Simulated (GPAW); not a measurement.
Crystal: Bi.

```
CELL_PARAMETERS angstrom
2.26750 1.30914 3.93800
-2.26750 1.30914 3.93800
0.00000 -2.61828 3.93800
ATOMIC_POSITIONS crystal
Bi 0.76600 0.76600 0.76600
Bi 0.23400 0.23400 0.23400
```

| Property | Result |
| --- | --- |
| Program | GPAW 26.7.0 |
| Task | single point |
| Functional | PBEsol |
| Potentials or basis | PAW data sets generated in the run's folder for this functional |
| Cutoff | 600 eV |
| Basis | pw |
| k mesh | 7 × 7 × 7 |
| Occupations | fermi-dirac, width 0.05 eV |
| Spin | no spin polarisation |

On this cell: pressure -0.4 GPa; largest force 0.124 eV/Å; band gap on the k mesh 0.27 eV, indirect (least direct gap 0.53 eV).

The same run follows on a disturbed copy (atoms moved at random, drawn with an rms of 0.05 Å):

```
Bi
1.0
     2.26750    1.30914    3.93800
    -2.26750    1.30914    3.93800
     0.00000   -2.61828    3.93800
Bi
2
Direct
  0.77243 0.78624 0.75406
  0.23222 0.23858 0.23225
```

Problem. What does the disturbed cell give?

Solution. The energy moves by +9.3 meV/atom; pressure 0.2 GPa; largest force 0.432 eV/Å; band gap on the k mesh 0.24 eV, indirect (least direct gap 0.52 eV).

Forces in eV/Å, atoms in the order of the input:
```
Bi   0.043 -0.181 -0.390
Bi  -0.043  0.181  0.390
```

Stress tensor (GPa, compression positive):
```
-0.28  0.12 -0.23
 0.12  0.72  0.88
-0.23  0.88  0.17
```

Caveats: spin-orbit coupling is left out, which as a rule narrows the gap of such compounds by several tenths of an eV; an odd mesh through Γ misses points on the zone boundary, where band edges often lie.
